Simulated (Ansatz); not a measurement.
The system is As.

```
As
1.0
     2.70368    0.00000    0.00000
     0.00000    2.70368    0.00000
     0.00000    0.00000    2.70368
As
1
Direct
  0.50000 0.50000 0.50000
```

This isn't the form of As at room conditions, which is rhombohedral.

- Program: Ansatz 0.2.0
- Task: single point
- Functional: PBEsol
- Potentials or basis: Ansatz PAW
- Cutoff: 420 eV (not typed: the program's choice for these potentials)
- k mesh: 10 × 10 × 10
- Occupations: fermi-dirac, width 0.05 eV
- Spin: no spin polarisation

On this cell: pressure -1.6 GPa; band gap on the k mesh none (metal or under the smearing width).

The same run follows on a disturbed copy (cell strained at random at fixed volume):

```
CELL_PARAMETERS angstrom
2.71004 -0.01738 -0.01186
-0.01738 2.72970 0.03326
-0.01186 0.03326 2.67219
ATOMIC_POSITIONS crystal
As 0.48435 0.50553 0.49638
```

Task: What changes?

Result: The energy (extrapolated to zero smearing) moves by +3.8 meV/atom; pressure -1.5 GPa; band gap on the k mesh none (metal or under the smearing width).

Stress tensor (GPa, compression positive):
```
-1.89  0.28  0.41
 0.28 -3.22 -0.83
 0.41 -0.83  0.54
```

Caveats: the PAW data sets come from PBE, with cores solved anew for the run's functional, which leaves a small shift of forces and pressure.
